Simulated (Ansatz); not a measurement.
# P (C2/m) in Ansatz: settings compared

The runs below take P through single point, with PBEsol, RPBE+D3(BJ), r2SCAN+D3(BJ), PBE.

Everything below comes from runs of Ansatz 0.2.0. Logs are shortened: lines on timing, memory, paths and dates and some standing lists are left out, and cuts for length are marked.

## (1) The crystal as given

It takes space group C2/m (No. 12, monoclinic). The conventional cell has a = 9.656 Å, b = 8.585 Å, c = 5.581 Å, α = 90.00°, β = 90.24°, γ = 90.00°. Around P (site symmetry 1) lie 3 P at 2.18 Å. P (site symmetry m) has 3 P at 2.18 Å as nearest neighbours. P (site symmetry m) is surrounded by 3 P at 2.18 Å.

This isn't the form of P at room conditions, which is orthorhombic.

## (2) Single point, PBEsol

input.yaml

```yaml
crystal:
  lattice:
    - [4.8279678941, -4.2924736644, 0.0]
    - [4.8279678941, 4.2924736644, 0.0]
    - [-0.0237225834, 0.0, 5.5806204931]
  atoms:
    - { symbol: P, position: [0.77448729, 0.52033886, 0.25348563] }
    - { symbol: P, position: [0.47966114, 0.22551271, 0.74651437] }
    - { symbol: P, position: [0.22551271, 0.47966114, 0.74651437] }
    - { symbol: P, position: [0.52033886, 0.77448729, 0.25348563] }
    - { symbol: P, position: [0.28502318, 0.28502318, 0.42801571] }
    - { symbol: P, position: [0.71497682, 0.71497682, 0.57198429] }
    - { symbol: P, position: [0.15675413, 0.15675413, 0.7489777] }
    - { symbol: P, position: [0.84324587, 0.84324587, 0.2510223] }
hamiltonian:
  xc: pbesol
  pseudopotentials: { kind: paw }
kpoints:
  mp_grid: { grid: [4, 4, 5] }
scf:
  occupations: { method: gaussian, width: 0.05 }
output:
  forces: true
  stress: true
  eigenvalues: true
  write_density: true
  write_potential: true
  elf: true
  volumetric_format: npy
```

Potentials or basis: Ansatz PAW.

Command:

```bash
$ ansatz run input.yaml --threads 4 --pin off --max-ram 11264MiB --backend cpu --events-out ev --progress --plain --runs-dir out
```

The log of the run:

```text
Warning: RAYON_NUM_THREADS=4 ignored (pool sized by the plan → 4); use --threads N
Engine: ansatz 0.2.0, aarch64-unknown-linux-gnu
Pseudopotentials: kind: paw
Pseudopotential: P, paw, valence charge 5, recommended cutoff 420 eV (normal), P.paw.azcp
Functional definition: PBEsol
  exchange = pbesol_x
  correlation = pbesol_c
Crystal: 8 atoms, lattice volume = 231.305 Å³
Basis set: ecut = 420 eV, 4533 PW (Γ), exchange–correlation on 90×90×80 points (8 copies of the dense FFT grid, shifted against one another)
Bands: 28, of which v1, the nominal top of the filled ones, is band 20 counted from 1 (19 counted from 0)
Symmetry: 4 space group operations
Space group: C2/m (ITA 12), of the structure as read, at distance tolerance 6.1e-5 Å
k-points: 27 of 80
Non-local potential: P, projectors of the file, l = 0: 2, l = 1: 2, l = 2: 2
PAW form: soft (Blöchl's): semilocal exchange-correlation on the pseudo side does not see the compensation charge
PAW frozen core: P, regenerated for the run's functional, and the local potential with it (the file was generated under x = pbe(κ = 0.804, μ = 0.2195149727645171), c = pbe(β = 0.06672455060314922))
PAW one-centre angular grid: P, 110 points (default); XC on 64 Gauss nodes
Initial density: superposition of atomic densities (neutral atoms: chi_scale 0, normalization atom), corrected by the library's trained network
Initial wavefunctions: pseudopotential atomic-orbital guess
Functional: x = pbesol(κ = 0.804, μ = 0.12345679012345678), c = pbesol(β = 0.046)
SCF iter   1: F=—  HF=-5918.661205 eV  |F-HF|=—  |Δ(HF+E_count)|=         —  Δρ=9.83e-3  dr2=5.66e-1  ethr=1.77e-3  ⟨swp⟩=9.2  Hψ=4948  notcnv=0
preconditioner: auto → Resta (q_TF=auto, 2.036 Å⁻¹)  ε∞=4.1  [insulator: Δε(μ)=3.259 eV  Ē_g=8.819 eV  σ=0.050 eV  W_gap=1.00  n_scr=30 (ndim 8)  ℏωp=15.4 eV  f_vac=0.000  D(μ)=0.00/eV (n_scr^D=0)  ε∞_Penn≈4.1]
SCF iter   2: F=—  HF=-5918.511700 eV  |F-HF|=—  |Δ(HF+E_count)|=   1.50e-1  Δρ=3.99e-3  dr2=8.41e-2  ethr=1.42e-3  ⟨swp⟩=3.7  Hψ=1458  notcnv=0  defer=69
SCF iter   3: F=—  HF=-5918.487106 eV  |F-HF|=—  |Δ(HF+E_count)|=   2.46e-2  Δρ=1.05e-3  dr2=4.65e-3  ethr=2.10e-4  ⟨swp⟩=3.3  Hψ=1461  notcnv=0  defer=71
SCF iter   4: F=—  HF=-5918.487064 eV  |F-HF|=—  |Δ(HF+E_count)|=   4.17e-5  Δρ=4.14e-4  dr2=9.55e-4  ethr=1.16e-5  ⟨swp⟩=2.7  Hψ=1495  notcnv=0  defer=71
SCF iter   5: F=—  HF=-5918.487266 eV  |F-HF|=—  |Δ(HF+E_count)|=   2.01e-4  Δρ=1.27e-4  dr2=5.60e-5  ethr=2.39e-6  ⟨swp⟩=2.0  Hψ=1037  notcnv=0  defer=71
SCF iter   6: F=—  HF=-5918.487301 eV  |F-HF|=—  |Δ(HF+E_count)|=   3.47e-5  Δρ=2.58e-5  dr2=2.48e-6  ethr=1.40e-7  ⟨swp⟩=2.4  Hψ=1352  notcnv=0  defer=71
SCF iter   7: F=—  HF=-5918.487303 eV  |F-HF|=—  |Δ(HF+E_count)|=   2.03e-6  Δρ=1.18e-5  dr2=8.65e-7  ethr=6.19e-9  ⟨swp⟩=2.7  Hψ=1383  notcnv=0  defer=71
SCF iter   8: F=-5918.487303 eV  HF=-5918.487303 eV  |F-HF|=8.61e-9  |Δ(HF+E_count)|=   1.11e-7  Δρ=2.84e-6  dr2=3.31e-8  ethr=2.50e-10  ⟨swp⟩=18.5  Hψ=8190  notcnv=0
SCF 1 converged in 8 iterations: F = -5918.487303 eV  dr2 = 3.31e-8
SCF converged after 8 iterations
Free energy (F): -5918.487303 eV
Harris-Foulkes:  -5918.487303 eV  (|F-HF|=8.61e-9)
Internal energy: -5918.487303 eV  (E = F + TS)
E sigma→0 (E₀):  -5918.487303 eV
Fermi energy:    2.947135 eV
--- Per-component energies (eV) ---
  E_band       = -121.335759
  E_kinetic    = 554.885203
  E_local      = -1143.437606  (includes V_loc(G=0)·N_el)
  E_nonlocal   = 275.007219
  E_hartree    = 365.023473
  E_xc         = -481.286279
  E_vxc        = -476.264251  (∫ρ·V_xc dr)
  E_paw        = -4433.401071  (= ΣΔE_a)
  E_vpaw       = -61.571032  (= ΣTr[D̂ρ^β])
  E_aug_tail   = 0.000026  (compensation charges beyond the density's cutoff)
  E_ewald      = -1055.647037
  E_core_change = 0.368769  (= ΣΔE_core)
  E_smearing   = -0.000000  (= −TS)
  E_closure    = -0.000000  (closes the sum)
  Σ components = -5918.487303   (vs F -5918.487303, Δ=0.00e0)
--- Forces (eV/Å), atoms counted from 1 ---
  atom   1  P     -0.24969007    -0.46355423    -0.17973987
  atom   2  P      0.24969007    -0.46355423     0.17973987
  atom   3  P      0.24969007     0.46355423     0.17973987
  atom   4  P     -0.24969007     0.46355423    -0.17973987
  atom   5  P     -0.01297985    -0.00000000    -0.57708267
  atom   6  P      0.01297985     0.00000000     0.57708267
  atom   7  P     -0.48038093     0.00000000     0.17689323
  atom   8  P      0.48038093     0.00000000    -0.17689323
  max |Σ_I F_I| component: 1.11e-16 eV/Å
--- Stress (GPa, compression-positive) ---
        0.733809      -0.000000       0.039512
       -0.000000       0.723517       0.000000
        0.039512       0.000000       0.705449
  P = ⅓ Tr σ = 0.7209 GPa (7.209 kbar)
--- Band table (eV; the first three rows and the last of 27) ---
  k-point 0: bands = ["-13.0135", "-12.8151", "-6.2140", "-6.1293", "-5.9246", "-5.7930", "-5.7621", "-5.7272", "-2.4434", "-0.8738", "-0.4819", "-0.4427", "-0.2870", "-0.1383", "0.2396", "0.7186", "0.8506", "0.9138", "0.9947", "1.0722", "4.4965", "4.8680", "5.1144", "5.2139", "6.1572", "6.2305", "6.5018", "6.7398"]
  k-point 1: bands = ["-12.9956", "-12.8158", "-6.1771", "-6.1266", "-6.1125", "-5.8162", "-5.7812", "-5.7642", "-2.1849", "-0.6849", "-0.4487", "-0.3590", "-0.2486", "0.0287", "0.1457", "0.5004", "0.5378", "0.6915", "1.1109", "1.2203", "4.7809", "5.1713", "5.3108", "5.6920", "6.0118", "6.2959", "6.5373", "6.7715"]
  k-point 2: bands = ["-12.9636", "-12.8200", "-6.3633", "-6.1199", "-6.1031", "-5.8845", "-5.8263", "-5.8053", "-1.7130", "-0.8898", "-0.3826", "-0.2523", "-0.0094", "0.1921", "0.2098", "0.2971", "0.4907", "0.5722", "1.0793", "1.2121", "5.3871", "5.3902", "5.5958", "5.8793", "6.0219", "6.2858", "6.4568", "6.6934"]
  k-point 26: bands = ["-12.8952", "-12.8733", "-6.2563", "-6.2481", "-6.1551", "-6.1160", "-5.8352", "-5.8007", "-1.2214", "-0.9958", "-0.1789", "-0.1596", "0.1942", "0.2957", "0.3635", "0.4565", "0.8002", "0.8045", "0.9672", "0.9841", "4.9590", "4.9748", "5.2955", "5.4120", "5.6327", "5.8799", "5.9093", "6.0461"]
```

It took 4.6 s on 4 threads of Arm Neoverse V1, shared host; peak memory 0.58 GiB.

What came out:

| Item | Value |
| --- | --- |
| Free energy | -5918.4873 eV |
| Pressure | 0.7 GPa |
| Largest force | 0.577 eV/Å |
| Band gap on the k mesh | 3.10 eV, indirect (least direct gap 3.41 eV) |

Forces in eV/Å, atoms in the order of the input:
```
P   -0.250 -0.464 -0.180
P    0.250 -0.464  0.180
P    0.250  0.464  0.180
P   -0.250  0.464 -0.180
P   -0.013  0.000 -0.577
P    0.013  0.000  0.577
P   -0.480  0.000  0.177
P    0.480  0.000 -0.177
```

Levels at points of the mesh, in eV from the valence-band top:
| k point | band 18 | band 19 | band 20 | band 21 | band 22 | band 23 |
| --- | --- | --- | --- | --- | --- | --- |
| (0.00, 0.00, 0.00) | -0.48 | -0.40 | -0.32 | 3.10 | 3.47 | 3.72 |
| (0.00, -0.50, 0.00) | -0.44 | -0.31 | -0.27 | 3.58 | 3.72 | 3.94 |
| (-0.50, -0.50, 0.00) | -0.54 | -0.25 | -0.19 | 3.24 | 3.60 | 3.75 |

Caveat: odd divisions of the mesh miss points on the zone boundary, where band edges often lie, so the gap on the mesh can be too wide; the PAW data sets come from PBE, with cores solved anew for the run's functional, which leaves a small shift of forces and pressure.

## (3) Single point, RPBE+D3(BJ)

input.yaml: that of step 2 with these lines changed.

```diff
@@ -15,4 +15,5 @@
 hamiltonian:
-  xc: pbesol
+  xc: rpbe
   pseudopotentials: { kind: paw }
+  dispersion: d3bj
 kpoints:
@@ -20,3 +21,3 @@
 scf:
-  occupations: { method: gaussian, width: 0.05 }
+  occupations: { method: fermi_dirac, width: 0.05 }
 output:
@@ -25,5 +26 @@
   eigenvalues: true
-  write_density: true
-  write_potential: true
-  elf: true
-  volumetric_format: npy
```

Potentials or basis: Ansatz PAW.

Command:

```bash
$ ansatz run input.yaml --threads 4 --pin off --max-ram 11264MiB --backend cpu --events-out ev --progress --plain --runs-dir out
```

The log of the run:

```text
Warning: RAYON_NUM_THREADS=4 ignored (pool sized by the plan → 4); use --threads N
[... 3 set-up lines as earlier in the session ...]
Functional definition: RPBE
  parameter kappa = 0.804
  parameter beta = 0.06672455060314922
  exchange = rpbe_x(kappa = kappa, mu = beta*pi^2/3)
  correlation = pbe_c(beta = beta)
Crystal: 8 atoms, lattice volume = 231.305 Å³
Basis set: ecut = 420 eV, 4533 PW (Γ), exchange–correlation on 90×90×80 points (8 copies of the dense FFT grid, shifted against one another)
Bands: 28, of which v1, the nominal top of the filled ones, is band 20 counted from 1 (19 counted from 0)
[... 2 set-up lines as earlier in the session ...]
k-points: 27 of 80
[... 6 set-up lines as earlier in the session ...]
Functional: x = rpbe, c = pbe(β = 0.06672455060314922)
SCF iter   1: F=—  HF=-6077.979129 eV  |F-HF|=—  |Δ(HF+E_count)|=         —  Δρ=9.76e-3  dr2=6.04e-1  ethr=1.77e-3  ⟨swp⟩=8.8  Hψ=4830  notcnv=0
preconditioner: auto → Resta (q_TF=auto, 2.036 Å⁻¹)  ε∞=4.0  [insulator: Δε(μ)=3.380 eV  Ē_g=8.926 eV  σ=0.050 eV  W_gap=1.00  n_scr=30 (ndim 8)  ℏωp=15.4 eV  f_vac=0.000  D(μ)=0.00/eV (n_scr^D=0)  ε∞_Penn≈4.0]
SCF iter   2: F=—  HF=-6077.832936 eV  |F-HF|=—  |Δ(HF+E_count)|=   1.46e-1  Δρ=4.37e-3  dr2=1.06e-1  ethr=1.51e-3  ⟨swp⟩=3.7  Hψ=1477  notcnv=0  defer=72
SCF iter   3: F=—  HF=-6077.816134 eV  |F-HF|=—  |Δ(HF+E_count)|=   1.68e-2  Δρ=1.39e-3  dr2=7.37e-3  ethr=2.65e-4  ⟨swp⟩=2.9  Hψ=1326  notcnv=0  defer=73
SCF iter   4: F=—  HF=-6077.820001 eV  |F-HF|=—  |Δ(HF+E_count)|=   3.87e-3  Δρ=5.40e-4  dr2=1.91e-3  ethr=1.84e-5  ⟨swp⟩=3.0  Hψ=1793  notcnv=0  defer=46
automatic band count: iteration 4 solves 27 bands in place of 28: the levels show a gap, and the empty bands left out lie too high to hold charge; the band table lists the bands solved (type scf.n_extra_bands for more)
SCF iter   5: F=—  HF=-6077.820853 eV  |F-HF|=—  |Δ(HF+E_count)|=   8.52e-4  Δρ=1.50e-4  dr2=7.09e-5  ethr=4.78e-6  ⟨swp⟩=2.0  Hψ=1102  notcnv=0  defer=46
SCF iter   6: F=—  HF=-6077.821017 eV  |F-HF|=—  |Δ(HF+E_count)|=   1.64e-4  Δρ=3.62e-5  dr2=7.11e-6  ethr=1.77e-7  ⟨swp⟩=3.3  Hψ=1514  notcnv=0  defer=46
SCF iter   7: F=—  HF=-6077.821023 eV  |F-HF|=—  |Δ(HF+E_count)|=   5.67e-6  Δρ=1.42e-5  dr2=1.17e-6  ethr=1.78e-8  ⟨swp⟩=2.4  Hψ=1260  notcnv=0  defer=46
SCF iter   8: F=—  HF=-6077.821024 eV  |F-HF|=—  |Δ(HF+E_count)|=   1.09e-6  Δρ=5.26e-6  dr2=1.45e-7  ethr=2.91e-9  ⟨swp⟩=2.8  Hψ=1313  notcnv=0  defer=46
SCF iter   9: F=-6077.821024 eV  HF=-6077.821024 eV  |F-HF|=1.13e-8  |Δ(HF+E_count)|=   3.24e-8  Δρ=1.34e-6  dr2=6.78e-9  ethr=2.50e-10  ⟨swp⟩=11.4  Hψ=4263  notcnv=0
SCF 1 converged in 9 iterations: F = -6077.821024 eV  dr2 = 6.78e-9
SCF converged after 9 iterations
Free energy (F): -6077.821024 eV
Harris-Foulkes:  -6077.821024 eV  (|F-HF|=1.13e-8)
Internal energy: -6077.821024 eV  (E = F + TS)
E sigma→0 (E₀):  -6077.821024 eV
Fermi energy:    3.210248 eV
--- Per-component energies (eV) ---
  E_band       = -114.854554
  E_kinetic    = 557.257387
  E_local      = -1140.823234  (includes V_loc(G=0)·N_el)
  E_nonlocal   = 268.330989
  E_hartree    = 368.303916
  E_xc         = -488.310587
  E_vxc        = -478.813271  (∫ρ·V_xc dr)
  E_paw        = -4579.847897  (= ΣΔE_a)
  E_vpaw       = -57.413170  (= ΣTr[D̂ρ^β])
  E_aug_tail   = 0.000026  (compensation charges beyond the density's cutoff)
  E_ewald      = -1055.647037
  E_disp       = -6.840187  (pairwise vdW)
  E_core_change = -0.244401  (= ΣΔE_core)
  E_smearing   = -0.000000  (= −TS)
  E_closure    = -0.000000  (closes the sum)
  Σ components = -6077.821024   (vs F -6077.821024, Δ=0.00e0)
--- Forces (eV/Å), atoms counted from 1 ---
  atom   1  P     -0.24696841    -0.44908488    -0.12289704
  atom   2  P      0.24696841    -0.44908488     0.12289704
  atom   3  P      0.24696841     0.44908488     0.12289704
  atom   4  P     -0.24696841     0.44908488    -0.12289704
  atom   5  P      0.03552258    -0.00000000    -0.57159369
  atom   6  P     -0.03552258     0.00000000     0.57159369
  atom   7  P     -0.42716801     0.00000000     0.15490065
  atom   8  P      0.42716801     0.00000000    -0.15490065
  max |Σ_I F_I| component: 5.55e-17 eV/Å
--- Stress (GPa, compression-positive) ---
       -0.590790      -0.000000       0.058687
       -0.000000      -0.726812       0.000000
        0.058687       0.000000      -0.576031
  P = ⅓ Tr σ = -0.6312 GPa (-6.312 kbar)
--- Band table (eV; the first three rows and the last of 27) ---
  k-point 0: bands = ["-12.8355", "-12.6418", "-6.0519", "-5.9725", "-5.7798", "-5.6453", "-5.6210", "-5.5857", "-2.2113", "-0.7018", "-0.2806", "-0.2621", "-0.1421", "0.0317", "0.3878", "0.8439", "1.0115", "1.0811", "1.1519", "1.2282", "4.7627", "5.1887", "5.4532", "5.4748", "6.4288", "6.4939", "6.7059"]
  k-point 1: bands = ["-12.8181", "-12.6425", "-6.0168", "-5.9700", "-5.9566", "-5.6682", "-5.6392", "-5.6217", "-1.9673", "-0.5523", "-0.2503", "-0.1828", "-0.0716", "0.1922", "0.3025", "0.6876", "0.6939", "0.8528", "1.2655", "1.3655", "5.0401", "5.4626", "5.6062", "5.9558", "6.3472", "6.4875", "6.7352"]
  k-point 2: bands = ["-12.7869", "-12.6465", "-6.1966", "-5.9630", "-5.9468", "-5.7333", "-5.6821", "-5.6617", "-1.5202", "-0.7448", "-0.1939", "-0.0788", "0.1719", "0.3754", "0.3896", "0.4595", "0.6326", "0.7258", "1.2425", "1.3647", "5.6313", "5.7586", "5.8313", "6.1651", "6.3291", "6.5183", "6.6278"]
  k-point 26: bands = ["-12.7203", "-12.6987", "-6.0903", "-6.0845", "-5.9942", "-5.9588", "-5.6911", "-5.6553", "-1.0587", "-0.8454", "0.0023", "0.0162", "0.3495", "0.4464", "0.5016", "0.6002", "0.9640", "0.9643", "1.1305", "1.1466", "5.2732", "5.3509", "5.5304", "5.6916", "5.9825", "6.1315", "6.1412"]
```

Wall time 3.6 s (4 threads of Arm Neoverse V1, shared host); peak memory 0.58 GiB.

Results:

```yaml
Free_energy: -6077.8210 eV
Pressure: -0.6 GPa
Largest_force: 0.573 eV/Å
Band_gap_on_the_k_mesh: 3.22 eV, indirect (least direct gap 3.53 eV)
```

Forces on the atoms (eV/Å):
```
P   -0.247 -0.449 -0.123
P    0.247 -0.449  0.123
P    0.247  0.449  0.123
P   -0.247  0.449 -0.123
P    0.036  0.000 -0.572
P   -0.036  0.000  0.572
P   -0.427  0.000  0.155
P    0.427  0.000 -0.155
```

Levels at points of the mesh, in eV from the valence-band top:
| k point | band 16 | band 17 | band 18 | band 19 | band 20 | band 21 | band 22 | band 23 | band 24 | band 25 |
| --- | --- | --- | --- | --- | --- | --- | --- | --- | --- | --- |
| (0.00, 0.00, 0.00) | -0.69 | -0.53 | -0.46 | -0.39 | -0.31 | 3.22 | 3.65 | 3.91 | 3.94 | 4.89 |
| (0.00, -0.50, 0.00) | -0.89 | -0.54 | -0.42 | -0.29 | -0.25 | 3.70 | 3.88 | 4.06 | 4.10 | 4.59 |
| (-0.50, -0.50, 0.00) | -0.99 | -0.61 | -0.51 | -0.24 | -0.18 | 3.50 | 3.85 | 3.85 | 3.91 | 3.91 |

Caveat: odd divisions of the mesh miss points on the zone boundary, where band edges often lie, so the gap on the mesh can be too wide; the PAW data sets come from PBE, with cores solved anew for the run's functional, which leaves a small shift of forces and pressure.

## (4) Single point, r2SCAN+D3(BJ)

input.yaml: that of step 3 with these lines changed.

```diff
@@ -15,3 +15,3 @@
 hamiltonian:
-  xc: rpbe
+  xc: r2scan
   pseudopotentials: { kind: paw }
@@ -21,3 +21,3 @@
 scf:
-  occupations: { method: fermi_dirac, width: 0.05 }
+  occupations: { method: gaussian, width: 0.1 }
 output:
```

Command:

```bash
$ ansatz run input.yaml --threads 4 --pin off --max-ram 11264MiB --backend cpu --events-out ev --progress --plain --runs-dir out
```

It took 7.5 s on 4 threads of Arm Neoverse V1, shared host; peak memory 0.98 GiB.

Results (log left out):

```yaml
Free_energy: -6073.1564 eV
Pressure: 0.0 GPa
Largest_force: 0.270 eV/Å
Band_gap_on_the_k_mesh: 3.43 eV, indirect (least direct gap 3.76 eV)
```

Forces on the atoms (eV/Å):
```
P   -0.133 -0.209 -0.101
P    0.133 -0.209  0.101
P    0.133  0.209  0.101
P   -0.133  0.209 -0.101
P   -0.012  0.000 -0.264
P    0.012  0.000  0.264
P   -0.257  0.000  0.083
P    0.257  0.000 -0.083
```

Levels at points of the mesh, in eV from the valence-band top:
```
             k point  band 18  band 19  band 20  band 21  band 22  band 23
  (0.00, 0.00, 0.00)    -0.48    -0.40    -0.33     3.43     3.89     4.15
 (0.00, -0.50, 0.00)    -0.44    -0.31    -0.27     3.93     4.09     4.30
(-0.50, -0.50, 0.00)    -0.54    -0.25    -0.20     3.70     4.09     4.10
```

Caveat: odd divisions of the mesh miss points on the zone boundary, where band edges often lie, so the gap on the mesh can be too wide; the PAW data sets come from PBE, with cores solved anew for the run's functional, which leaves a small shift of forces and pressure; the dispersion damping was fitted for another functional or another form of the correction. A k mesh can miss the band edges.

(Continued in part 2 of 2.)
